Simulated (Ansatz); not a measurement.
A run of Ansatz 0.2.0 is set up as follows.

input.yaml

```yaml
crystal:
  lattice:
    - [0.0, 2.72525, 2.72525]
    - [2.72525, 0.0, 2.72525]
    - [2.72525, 2.72525, 0.0]
  atoms:
    - { symbol: Ga, position: [0.0, 0.0, 0.0] }
    - { symbol: P, position: [0.75, 0.75, 0.75] }
kpoints:
  mp_grid: { grid: [8, 8, 8] }
scf:
  occupations: { method: gaussian, width: 0.019 }
hamiltonian:
  xc: pbe
  pseudopotentials: { kind: all_electron, lapw: { basis_error: 0.001 } }
output:
  forces: true
  stress: true
  eigenvalues: true
```

Potentials or basis: all-electron LAPW, scalar-relativistic.

Command:

```bash
$ ansatz run input.yaml --threads 1 --pin off --max-ram 3072MiB --backend cpu --events-out ev --progress --plain --runs-dir out
```

Question: Estimate the pressure.

Answer: 2.5 GPa.

Question: Estimate the band gap on the k mesh.

Answer: 1.64 eV, indirect (least direct gap 1.83 eV).

**The experiment to reproduce.**

“Stacking defects in GaP nanowires: Electronic structure and optical properties”, 2018, arxiv:1810.01194 quotes, for a bulk crystal of GaP at 10 K: band gap 2.34 eV (indirect).

Measured gap of GaP: 2.34 eV (indirect; 10 K; quoted in “Stacking defects in GaP nanowires: Electronic structure and optical properties”, 2018, arxiv:1810.01194). This calculation gives 1.64 eV (-0.70 eV). Spin-orbit coupling on Ga is left out. The value is that of PBE on a finite k mesh, which can miss the band edges, without temperature or zero-point motion. Semilocal functionals fall short of measured gaps as a rule.
